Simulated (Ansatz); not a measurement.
# Cadmium, hcp under r²SCAN: convergence with the Methfessel-Paxton smearing

A convergence test of the Methfessel-Paxton smearing width. The geometry was relaxed under r²SCAN beforehand and stays fixed; 7 values are run, from 0.01 to 1.0 eV. Wanted are the values from which on the energy stays within 10 and 1 meV/atom, and the pressure within 0.5 GPa, of the narrowest run. Within the series other settings stay, but some runs also write fields, which adds to their time. Spin polarisation is left out.

Method: DFT r²SCAN, plane waves with PAW, scalar-relativistic, in Ansatz 0.2.0.

## Step 1: The structure to begin with

The structure is hexagonal, space group P6_3/mmc (No. 194). Conventional cell: a = 2.951 Å, b = 2.951 Å, c = 5.884 Å, α = 90.00°, β = 90.00°, γ = 120.00°. Cd (site symmetry -6m2) is surrounded by 6 Cd at 2.95 Å.

Coordinates:

```cif
data_structure
_symmetry_space_group_name_H-M 'P 1'
_symmetry_Int_Tables_number 1
_cell_length_a 2.9509
_cell_length_b 2.9509
_cell_length_c 5.8839
_cell_angle_alpha 90.000
_cell_angle_beta 90.000
_cell_angle_gamma 120.000
_cell_volume 44.37
loop_
_atom_site_label
_atom_site_type_symbol
_atom_site_fract_x
_atom_site_fract_y
_atom_site_fract_z
_atom_site_occupancy
Cd1 Cd 0.33333 0.66667 0.25000 1
Cd2 Cd 0.66667 0.33333 0.75000 1
```

## Step 2: Run at 0.01 eV

The run at 0.01 eV.

File input.yaml:

```yaml
crystal:
  lattice:
    - [2.9509006248, 0.0, 0.0]
    - [-1.4754503124, 2.5555549051, 0.0]
    - [0.0, 0.0, 5.8838547497]
  atoms:
    - { symbol: Cd, position: [0.3333333333, 0.6666666667, 0.25] }
    - { symbol: Cd, position: [0.6666666667, 0.3333333333, 0.75] }
hamiltonian:
  xc: r2scan
  pseudopotentials:
    kind: paw
    azcp:
      Cd: "pseudopotentials/Cd.paw.azcp"
basis:
  ecutwfc: 500
  fft_grid_basis: typed
kpoints:
  mp_grid: { grid: [12, 12, 6], shift: [0, 0, 0] }
magnetization:
  spin_polarized: false
scf:
  occupations: { method: methfessel_paxton, width: 0.01 }
  lower_state_search: "off"
output:
  stress: true
```

Launch:

```sh
$ ansatz run input.yaml --threads 2 --pin off --max-ram 5120MiB --backend cpu --events-out ev --progress --plain --runs-dir out
```

## Step 3: Run at 0.03 eV

The run at 0.03 eV.

Changes to input.yaml since step 2:

```diff
@@ -22,3 +22,3 @@
 scf:
-  occupations: { method: methfessel_paxton, width: 0.01 }
+  occupations: { method: methfessel_paxton, width: 0.03 }
   lower_state_search: "off"
```

## Step 4: Run at 0.1 eV

The run at 0.1 eV.

Changes to input.yaml since step 3:

```diff
@@ -22,3 +22,3 @@
 scf:
-  occupations: { method: methfessel_paxton, width: 0.03 }
+  occupations: { method: methfessel_paxton, width: 0.1 }
   lower_state_search: "off"
```

## Step 5: Run at 0.2 eV

The run at 0.2 eV.

Changes to input.yaml since step 4:

```diff
@@ -22,3 +22,3 @@
 scf:
-  occupations: { method: methfessel_paxton, width: 0.1 }
+  occupations: { method: methfessel_paxton, width: 0.2 }
   lower_state_search: "off"
```

## Step 6: Run at 0.3 eV

The run at 0.3 eV.

Changes to input.yaml since step 5:

```diff
@@ -22,3 +22,3 @@
 scf:
-  occupations: { method: methfessel_paxton, width: 0.2 }
+  occupations: { method: methfessel_paxton, width: 0.3 }
   lower_state_search: "off"
@@ -26 +26,5 @@
   stress: true
+  write_density: true
+  write_potential: true
+  elf: true
+  volumetric_format: npy
```

## Step 7: Run at 0.6 eV

The run at 0.6 eV.

Changes to input.yaml since step 6:

```diff
@@ -22,3 +22,3 @@
 scf:
-  occupations: { method: methfessel_paxton, width: 0.3 }
+  occupations: { method: methfessel_paxton, width: 0.6 }
   lower_state_search: "off"
@@ -26,5 +26 @@
   stress: true
-  write_density: true
-  write_potential: true
-  elf: true
-  volumetric_format: npy
```

## Step 8: Run at 1.0 eV

The run at 1.0 eV.

Changes to input.yaml since step 7:

```diff
@@ -22,3 +22,3 @@
 scf:
-  occupations: { method: methfessel_paxton, width: 0.6 }
+  occupations: { method: methfessel_paxton, width: 1.0 }
   lower_state_search: "off"
```

(Steps that only read results are left out.)

Q: Predict the outcome of this session.

**Answer**, as computed:

```
                                          quantity                       value
      E(σ → 0) stays within 10 meV/atom of 0.01 eV                up to 1.0 eV
                  E(σ → 0) stays within 1 meV/atom                up to 0.6 eV
                     pressure stays within 0.5 GPa                up to 1.0 eV
                               pressure at 0.01 eV                    0.07 GPa
energy of a separate run on a finer mesh (20×20×9)  +6.2 meV/atom from 0.01 eV
```

At 1.0 eV the energy differs by +5.2 meV/atom and the pressure by -0.1 GPa. The free energy F moves by +10.9 meV/atom over the range, and the estimate for σ → 0 by +5.2. This scheme cancels the term in the square of the width, so F moves little up to 0.2 eV. The mesh (12×12×6) is fixed, so the narrowest widths carry a k-point error of their own. The yardstick itself is unsettled by 6.2 meV/atom against the finer mesh, so the thresholds above hold only within this series, and wider smearing, which averages over more states, can land nearer the fine-mesh value than the narrowest does.
